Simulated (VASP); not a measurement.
# Te2Mo in VASP: further runs

One slab, Te2Mo, is run at these levels: PBE+D3(BJ), r2SCAN+rVV10; tasks: relaxation of cell and atoms.

Everything below comes from runs of VASP 6.6.1. Logs are shortened: lines on timing, memory, paths and dates and some standing lists are left out, and cuts for length are marked.

## Step 1: The slab as given

The cell holds a slab with vacuum, 3 atoms: a = 3.503 Å, b = 3.503 Å, c = 21.605 Å, α = 90.00°, β = 90.00°, γ = 120.00°.

## Step 2: Relaxation of cell and atoms, PBE+D3(BJ)

INCAR

```
SYSTEM = Te2Mo
  ALGO = Normal
  EDIFF = 1E-7
  EDIFFG = -0.005
  ENCUT = 600
  GGA = PE
  IBRION = 2
  ISIF = 3
  ISMEAR = 0
  IVDW = 12
  LASPH = .TRUE.
  LATTICE_CONSTRAINTS = .TRUE. .TRUE. .FALSE.
  LCHARG = .FALSE.
  LREAL = .FALSE.
  LWAVE = .FALSE.
  NELM = 80
  NSW = 90
  PREC = Accurate
  SIGMA = 0.03
```

KPOINTS

```
k-points
0
G
  12 12 1
  0 0 0
```

POSCAR

```
Te2Mo                                   
1.0
    3.5025290825      0.0000000000      0.0000000000
   -1.7512645413      3.0332791673      0.0000000000
    0.0000000000      0.0000000000     21.6051888000
  Te              Mo            
     2     1
Direct
     0.3333333300000021    0.6666666699999979    0.4158430858621658
     0.3333333300000021    0.6666666699999979    0.5841569141378340
     0.6666666699999979    0.3333333300000021    0.5000000000000000
```

Potentials or basis: VASP PAW PBE potentials, release 64 (Te, Mo_sv).

Started as:

```sh
$ cat potpaw_PBE.64/Te/POTCAR potpaw_PBE.64/Mo_sv/POTCAR > POTCAR
$ mpirun -np 1 vasp_std > vasp.out
```

OUTCAR:

```text
SYSTEM = Te2Mo
   EDIFF = 1E-7
   EDIFFG = -0.005
   ENCUT = 600
   GGA = PE
   IBRION = 2
   ISIF = 3
   ISMEAR = 0
   IVDW = 12
   LASPH = .TRUE.
   LREAL = .FALSE.
   NELM = 80
   NSW = 90
   PREC = Accurate
 IVDW          = 12

 ion  position               nearest neighbor table
   1  0.333  0.667  0.416-   3 2.72   3 2.72   3 2.72   2 3.64
   2  0.333  0.667  0.584-   3 2.72   3 2.72   3 2.72   1 3.64
   3  0.667  0.333  0.500-   1 2.72   2 2.72   1 2.72   2 2.72   1 2.72   2 2.72

  LATTYP: Found a hexagonal cell.
 ALAT       =     3.5025290825
 C/A-ratio  =     6.1684537918

  Lattice vectors:

 A1 = (   3.5025290825,   0.0000000000,   0.0000000000)
 A2 = (  -1.7512645413,   3.0332791673,   0.0000000000)
 A3 = (   0.0000000000,   0.0000000000,  21.6051888000)

Analysis of symmetry for initial positions (statically):
=====================================================================
 Subroutine PRICEL returns:
 Original cell was already a primitive cell.

 Routine SETGRP: Setting up the symmetry group for a
 hexagonal supercell.

 Subroutine GETGRP returns: Found 12 space group operations
 (whereof 12 operations were pure point group operations)
 out of a pool of 24 trial point group operations.

The static configuration has the point symmetry D_3h.

Analysis of symmetry for dynamics (positions and initial velocities):
=====================================================================
 Subroutine PRICEL returns:
 Original cell was already a primitive cell.

 Routine SETGRP: Setting up the symmetry group for a
 hexagonal supercell.

 Subroutine GETGRP returns: Found 12 space group operations
 (whereof 12 operations were pure point group operations)
 out of a pool of 24 trial point group operations.

The dynamic configuration has the point symmetry D_3h.

 Subroutine INISYM returns: Found 12 space group operations
 (whereof 12 operations are pure point group operations),
 and found     1 'primitive' translations

----------------------------------------------------------------------------------------

                                     Primitive cell

  volume of cell :     229.5367

  direct lattice vectors                    reciprocal lattice vectors
     3.502529083  0.000000000  0.000000000     0.285507979  0.164838108  0.000000000
    -1.751264541  3.033279167  0.000000000     0.000000000  0.329676217  0.000000000
     0.000000000  0.000000000 21.605188800     0.000000000  0.000000000  0.046285178

  length of vectors
     3.502529083  3.502529086 21.605188800     0.329676217  0.329676217  0.046285178

  position of ions in fractional coordinates (direct lattice)
     0.333333330  0.666666670  0.415843086
     0.333333330  0.666666670  0.584156914
     0.666666670  0.333333330  0.500000000

  ion indices of the primitive-cell ions
   primitive index   ion index
                 1           1
                 2           2
                 3           3

----------------------------------------------------------------------------------------

 KPOINTS: k-points

Automatic generation of k-mesh.
 Grid dimensions read from file:
 generate k-points for:   12   12    1

 Generating k-lattice:

  Cartesian coordinates                     Fractional coordinates (reciprocal lattice)
     0.023792332  0.013736509  0.000000000     0.083333333  0.000000000  0.000000000
     0.000000000  0.027473018  0.000000000     0.000000000  0.083333333  0.000000000
     0.000000000  0.000000000  0.046285178     0.000000000  0.000000000  1.000000000

  Length of vectors
     0.027473018  0.027473018  0.046285178

  Shift w.r.t. Gamma in fractional coordinates (k-lattice)
     0.000000000  0.000000000  0.000000000

 Subroutine IBZKPT returns following result:
 ===========================================

 Found     19 irreducible k-points:

 Following reciprocal coordinates:
            Coordinates               Weight
  0.000000  0.000000  0.000000      1.000000
  0.083333  0.000000  0.000000      6.000000
  0.166667 -0.000000  0.000000      6.000000
  0.250000  0.000000  0.000000      6.000000
  0.333333  0.000000  0.000000      6.000000
  0.416667 -0.000000  0.000000      6.000000
[... 11 lines left out ...]
  0.333333  0.250000  0.000000     12.000000
  0.333333  0.333333  0.000000      2.000000
   k-points           NKPTS =     19   k-points in BZ     NKDIM =     19   number of bands    NBANDS=     17
   number of dos      NEDOS =    301   number of ions     NIONS =      3
   total plane-waves  NPLWV = 141120
   dimension x,y,z NGX =    28 NGY =   28 NGZ =  180
   dimension x,y,z NGXF=    56 NGYF=   56 NGZF=  360
   ions per type =               2   1
   NGX,Y,Z   is equivalent  to a cutoff of  13.29, 13.29, 13.85 a.u.
   NGXF,Y,Z  is equivalent  to a cutoff of  26.58, 26.58, 27.70 a.u.
 SYSTEM =  Te2Mo
   PREC   = accura    normal or accurate (medium, high low for compatibility)
   ISTART =      0    job   : 0-new  1-cont  2-samecut
   ICHARG =      2    charge: 1-file 2-atom 10-const
   ISPIN  =      1    spin polarized calculation?
   LNONCOLLINEAR =      F non collinear calculations
   LSORBIT =      F    spin-orbit coupling
   LASPH  =      T    aspherical Exc in radial PAW
   ENCUT  =  600.0 eV  44.10 Ry    6.64 a.u.   7.00  7.00 43.15*2*pi/ulx,y,z
   NELM   =     80;   NELMIN=  2; NELMDL= -5     # of ELM steps
   EDIFF  = 0.1E-06   stopping-criterion for ELM
   LREAL  =      F    real-space projection
   EDIFFG = -.5E-02   stopping-criterion for IOM
   NSW    =     90    number of steps for IOM
   IBRION =      2    ionic relax: 0-MD 1-quasi-New 2-CG
   NFREE  =      1    steps in history (QN), initial steepest desc. (CG)
   ISIF   =      3    stress and relaxation
   ISYM   =      2    0-nonsym 1-usesym 2-fastsym
   POTIM  = 0.5000    time-step for ionic-motion
   TEBEG  =    0.0;   TEEND  =   0.0 temperature during run
   PSTRESS=    0.0 pullay stress
   NELECT =      26.0000    total number of electrons
   NUPDOWN=      -1.0000    fix difference up-down
   EMIN   =  10.00;   EMAX   =-10.00  energy-range for DOS
   EFERMI =   0.00;   METHOD = LEGACY
   ISMEAR =     0;   SIGMA  =   0.03  broadening in eV -4-tet -1-fermi 0-gaus
   EFERMI_NEDOS =   21; number of points for ismear=-14 and -15
   IALGO  =     38    algorithm
   IMIX   =      4    mixing-type and parameters
     AMIX     =   0.40;   BMIX     =  1.00
     AMIX_MAG =   1.60;   BMIX_MAG =  1.00
  volume/ion in A,a.u.               =      76.51       516.33
  Fermi-wavevector in a.u.,A,eV,Ry     =   0.792103  1.496858  8.536674  0.627428
  Thomas-Fermi vector in A             =   1.897775
   LORBIT       =      0    0 simple, 1 ext, 2 COOP (PROOUT), +10 PAW based schemes
   GGA     = PE    functional components
   LHFCALC =     F    Hartree Fock is set to
   AEXX    =    0.0000 exact exchange contribution
   IVDW    =    12    specifies the selected vdW correction
   LEPSILON=     F    determine dielectric tensor
   LRPA    =     F    only Hartree local field effects (RPA)
 conjugate gradient relaxation of ions
 non-spin polarized calculation
 Gauss-broadening in eV      SIGMA  =   0.03
  energy-cutoff  :      600.00
  volume of cell :      229.54
 maximum number of plane-waves:      7703
 NGX is ok and might be reduce to    28
   NGX = 13   NGY = 13   NGZ = 87

 number of electron      26.0000000 magnetization

 Free energy of the ion-electron system (eV)
  ---------------------------------------------------
  ext. energy  EPLUGINS =         0.00000000
  ---------------------------------------------------
  free energy    TOTEN  =       -18.00798640 eV

  energy without entropy =      -18.00798640  energy(sigma->0) =      -18.00798640

 E-fermi :  -0.3387     XC(G=0):  -3.9296

 val. band max:       -0.6431953307   @ k =   0.3333   0.3333   0.0000
 cond. band min:       0.5497662016   @ k =   0.3333   0.3333   0.0000
 fundamental gap:      1.1929615322
 Fermi energy:        -0.3386986380

 k-point     1 :       0.0000    0.0000    0.0000
  band No.  band energies     occupation
      1     -61.2976      2.00000
      2     -35.4750      2.00000
      3     -35.3301      2.00000
      4     -35.3301      2.00000
      5     -13.3496      2.00000
      6     -12.4226      2.00000
[... 9 lines left out ...]
     16       2.8423      0.00000
     17       2.8423      0.00000

 k-point     2 :       0.0833    0.0000    0.0000
  band No.  band energies     occupation
      1     -61.2969      2.00000
      2     -35.4730      2.00000
      3     -35.3393      2.00000
      4     -35.3322      2.00000
      5     -13.2503      2.00000
      6     -12.3526      2.00000
[... 9 lines left out ...]
     16       2.6247      0.00000
     17       2.6428      0.00000

 k-point     3 :       0.1667   -0.0000    0.0000
  band No.  band energies     occupation
      1     -61.2950      2.00000
      2     -35.4675      2.00000
      3     -35.3642      2.00000
      4     -35.3381      2.00000
      5     -12.9612      2.00000
      6     -12.1493      2.00000
[... 9 lines left out ...]
     16       2.1271      0.00000
     17       2.8092      0.00000

 k-point     4 :       0.2500    0.0000    0.0000
  band No.  band energies     occupation
      1     -61.2924      2.00000
      2     -35.4600      2.00000
      3     -35.3981      2.00000
      4     -35.3460      2.00000
      5     -12.5128      2.00000
      6     -11.8361      2.00000
[... 9 lines left out ...]
     16       1.6196      0.00000
     17       2.9568      0.00000

 k-point     5 :       0.3333    0.0000    0.0000
  band No.  band energies     occupation
      1     -61.2898      2.00000
      2     -35.4526      2.00000
      3     -35.4317      2.00000
      4     -35.3539      2.00000
      5     -11.9714      2.00000
      6     -11.4655      2.00000
[... 9 lines left out ...]
     16       2.0299      0.00000
     17       3.0416      0.00000

 k-point     6 :       0.4167   -0.0000    0.0000
  band No.  band energies     occupation
      1     -61.2879      2.00000
      2     -35.4562      2.00000
      3     -35.4471      2.00000
      4     -35.3597      2.00000
      5     -11.4747      2.00000
      6     -11.1390      2.00000
[... 9 lines left out ...]
     16       2.4739      0.00000
     17       3.0755      0.00000

 k-point     7 :       0.5000    0.0000    0.0000
  band No.  band energies     occupation
      1     -61.2872      2.00000
      2     -35.4651      2.00000
      3     -35.4451      2.00000
      4     -35.3618      2.00000
      5     -11.2576      2.00000
      6     -11.0025      2.00000
[... 9 lines left out ...]
     16       2.6643      0.00000
     17       3.0862      0.00000

 k-point     8 :       0.0833    0.0833    0.0000
  band No.  band energies     occupation
      1     -61.2956      2.00000
      2     -35.4693      2.00000
      3     -35.3559      2.00000
      4     -35.3367      2.00000
      5     -13.0560      2.00000
      6     -12.2158      2.00000
[... 9 lines left out ...]
     16       2.1925      0.00000
     17       2.7502      0.00000
[... 103 lines left out ...]
      1     -61.2889      2.00000
      2     -35.4498      2.00000
      3     -35.4318      2.00000
      4     -35.3692      2.00000
      5     -11.7597      2.00000
      6     -11.3166      2.00000
[... 9 lines left out ...]
     16       1.5295      0.00000
     17       2.8681      0.00000

 k-point    15 :       0.3333    0.1667    0.0000
  band No.  band energies     occupation
      1     -61.2872      2.00000
      2     -35.4482      2.00000
      3     -35.4451      2.00000
      4     -35.3790      2.00000
      5     -11.3094      2.00000
      6     -11.0171      2.00000
[... 9 lines left out ...]
     16       1.7063      0.00000
     17       2.9981      0.00000

 k-point    16 :       0.4167    0.1667    0.0000
  band No.  band energies     occupation
      1     -61.2866      2.00000
      2     -35.4542      2.00000
      3     -35.4434      2.00000
      4     -35.3827      2.00000
      5     -11.1177      2.00000
      6     -10.8935      2.00000
[... 9 lines left out ...]
     16       1.7636      0.00000
     17       3.0845      0.00000

 k-point    17 :       0.2500    0.2500    0.0000
  band No.  band energies     occupation
      1     -61.2872      2.00000
      2     -35.4451      2.00000
      3     -35.4403      2.00000
      4     -35.3870      2.00000
      5     -11.3260      2.00000
      6     -11.0219      2.00000
[... 9 lines left out ...]
     16       1.3959      0.00000
     17       3.0902      0.00000

 k-point    18 :       0.3333    0.2500    0.0000
  band No.  band energies     occupation
      1     -61.2863      2.00000
      2     -35.4424      2.00000
      3     -35.4421      2.00000
      4     -35.4004      2.00000
      5     -11.0368      2.00000
      6     -10.8282      2.00000
[... 9 lines left out ...]
     16       1.6811      0.00000
     17       3.3470      0.00000

 k-point    19 :       0.3333    0.3333    0.0000
  band No.  band energies     occupation
      1     -61.2859      2.00000
      2     -35.4414      2.00000
      3     -35.4324      2.00000
      4     -35.4157      2.00000
      5     -10.9328      2.00000
      6     -10.7547      2.00000
[... 9 lines left out ...]
     16       1.9661      0.00000
     17       3.5207      0.00000

------------------------ aborting loop because EDIFF is reached ----------------------------------------

 Edisp (eV)   -1.20387

 E8    (eV) :    -0.5854

  FORCE on cell =-STRESS in cart. coord.  units (eV):
  Direction    XX          YY          ZZ          XY          YZ          ZX
  --------------------------------------------------------------------------------------
  -------------------------------------------------------------------------------------
  Total       0.00074     0.00074    -0.01989    -0.00000     0.00000    -0.00000
  in kB       0.00517     0.00517    -0.13883    -0.00000     0.00000    -0.00000
  external pressure =       -0.04 kB  Pullay stress =        0.00 kB

 VOLUME and BASIS-vectors are now :
 -----------------------------------------------------------------------------
  energy-cutoff  :      600.00
  volume of cell :      229.54
      direct lattice vectors                 reciprocal lattice vectors
     3.502529083  0.000000000  0.000000000     0.285507979  0.164838108  0.000000000
    -1.751264541  3.033279167  0.000000000     0.000000000  0.329676217  0.000000000
     0.000000000  0.000000000 21.605188800     0.000000000  0.000000000  0.046285178

 POSITION                                       TOTAL-FORCE (eV/Angst)
 -----------------------------------------------------------------------------------
     -0.00000      2.02219      8.98437        -0.000000      0.000000     -0.001735
     -0.00000      2.02219     12.62082        -0.000000     -0.000000      0.001735
      1.75126      1.01109     10.80259         0.000000     -0.000000      0.000000
 -----------------------------------------------------------------------------------
    total drift:                               -0.000025      0.000015      0.000000

  FREE ENERGIE OF THE ION-ELECTRON SYSTEM (eV)
  ---------------------------------------------------
  free  energy   TOTEN  =       -19.2118546680 eV

  energy  without entropy=      -19.2118546680  energy(sigma->0) =      -19.21185467

 reached required accuracy - stopping structural energy minimisation
```

It took 2.4 min on 1 thread of Intel Xeon Platinum 8488C (Sapphire Rapids), shared host; peak memory 0.43 GiB.

What came out:

```yaml
Free_energy: -19.2119 eV
Band_gap_on_the_k_mesh: 1.19 eV, direct
Dispersion_energy_per_atom: -0.401 eV
```

Final structure:
```
Te Mo
1.0
     3.50253    0.00000    0.00000
    -1.75126    3.03328    0.00000
     0.00000    0.00000   21.60519
Te Mo
2 1
Direct
  0.33333 0.66667 0.41584
  0.33333 0.66667 0.58416
  0.66667 0.33333 0.50000
```

Caveat: the relaxation stopped at its first step, so nothing moved; spin-orbit coupling is left out, which moves the levels of the heavy elements.

(Part 1 of 3 ends here.)
